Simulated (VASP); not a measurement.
Here is a VASP 6.6.1 calculation.

File run.py:

```python
from ase.calculators.vasp import Vasp
from ase.dft.bandgap import bandgap
from ase.io import read

atoms = read('POSCAR')
calc = Vasp(
    directory='calc',
    xc='pbe0',
    pp='PBE',
    setups='minimal',
    prec='Accurate',
    encut=500,
    ediff=1e-06,
    ismear=-1,
    sigma=0.1,
    lreal=False,
    lasph=True,
    nelm=100,
    algo='Normal',
    isif=2,
    lwave=False,
    lcharg=False,
    precfock='Fast',
    ivdw=2,
    kpts=[5, 5, 3],
    gamma=True,
    nbands=10,
)
atoms.calc = calc

print('energy (eV):', atoms.get_potential_energy())
print('free energy (eV):', atoms.get_potential_energy(force_consistent=True))
print('forces (eV/A):')
print(atoms.get_forces())
print('stress (eV/A^3, Voigt):', atoms.get_stress())
print('Fermi level (eV):', calc.get_fermi_level())
gap, top, bottom = bandgap(calc)
print('band gap (eV):', gap, 'from (spin, k, band)', top, 'to', bottom)
```

File POSCAR:

```
In
1.0
    3.3354847820      0.0000000000      0.0000000000
   -1.6677423910      2.8886145552      0.0000000000
    0.0000000000      0.0000000000      5.5091429200
In
2
Direct
    0.6666666667      0.3333333333      0.7500000000
    0.3333333333      0.6666666667      0.2500000000
```

Potentials or basis: VASP PAW PBE potentials, release 64 (In).

The run is started by

```console
$ python run.py
```

Task: Predict the band gap on the k mesh.

Result: None (metal or under the smearing width).

Task: Estimate the pressure.

Result: -4.2 GPa.

Task: What does it give for the dispersion energy per atom?

Result: -0.397 eV.

Stress tensor (GPa, compression positive):
```
-4.40  0.00  0.00
 0.00 -4.40  0.00
 0.00  0.00 -3.74
```

Caveat: the k mesh is coarse (spacing up to 0.44 Å⁻¹), so the values aren't converged, least of all with exact exchange; atom-pairwise D2, TS and ULG terms overbind metals; the PAW data sets were made with another functional, which shifts forces and pressure a little; pairwise dispersion overbinds metals, which lowers pressure and volume.
